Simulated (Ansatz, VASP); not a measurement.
# Zr: VASP beside Ansatz

File INCAR:

```
PREC     = Accurate       # precision mode
ENCUT    = 520            # plane-wave cutoff, eV
EDIFF    = 1E-7           # SCF threshold, eV
ISMEAR   = -1             # smearing method
SIGMA    = 0.1            # smearing width, eV
LREAL    = False          # projectors in reciprocal space
LASPH    = True           # aspherical terms in the spheres
NELM     = 100            # most SCF steps
ALGO     = Normal         # electronic algorithm
ISIF     = 2              # what is computed and relaxed
LWAVE    = False          # write WAVECAR
LCHARG   = False          # write CHGCAR
GGA      = B5             # functional
ALDAX    = 1.0          
AGGAX    = 1.0          
AGGAC    = 1.0          
ALDAC    = 0.0          
NBANDS   = 12             # bands
```

KPOINTS

```
Automatic mesh
0
Gamma
  12 12 12
```

POSCAR

```
Zr
1.0
    2.9626510696      0.0000000000      0.0000000000
    0.0000000000      2.9626510696      0.0000000000
    0.0000000000      0.0000000000      2.9626510696
Zr
1
Direct
    0.0000000000      0.0000000000      0.0000000000
```

Input for Ansatz:

```yaml
crystal:
  lattice:
    - [2.9626510696, 0.0, 0.0]
    - [0.0, 2.9626510696, 0.0]
    - [0.0, 0.0, 2.9626510696]
  atoms:
    - { symbol: Zr, position: [0.0, 0.0, 0.0] }
hamiltonian:
  xc: blyp
  pseudopotentials:
    kind: paw
    azcp:
      Zr: "pseudopotentials/Zr.paw.azcp"
basis:
  ecutwfc: 420
  fft_grid_basis: typed
kpoints:
  mp_grid: { grid: [12, 12, 12], shift: [0, 0, 0] }
magnetization:
  spin_polarized: false
scf:
  occupations: { method: fermi_dirac, width: 0.1 }
  lower_state_search: "off"
output:
  stress: true
  write_density: true
  write_potential: true
  elf: true
  volumetric_format: npy
```

Alike in both runs: task single point; functional BLYP; k mesh 12 × 12 × 12; occupations fermi-dirac, width 0.1 eV; no spin polarisation.

|  | VASP | Ansatz |
| --- | --- | --- |
| version | VASP 6.6.1 | Ansatz 0.2.0 |
| potentials or method | VASP PAW PBE potentials, release 64 (Zr_sv) | plane waves (420 eV) with PAW, scalar-relativistic |
| plane-wave cutoff (eV) | 520 | 420 |
| valence electrons in the cell | 12 | 12 |

VASP gave:

```
pressure (GPa) : 0.4
```

Which values does Ansatz return?

Pressure (GPa): 0.3.

With one functional, cell and mesh, what is left measures potentials, basis and numerics.

Caveats: the PAW data sets were made with another functional, which shifts forces and pressure a little (VASP).
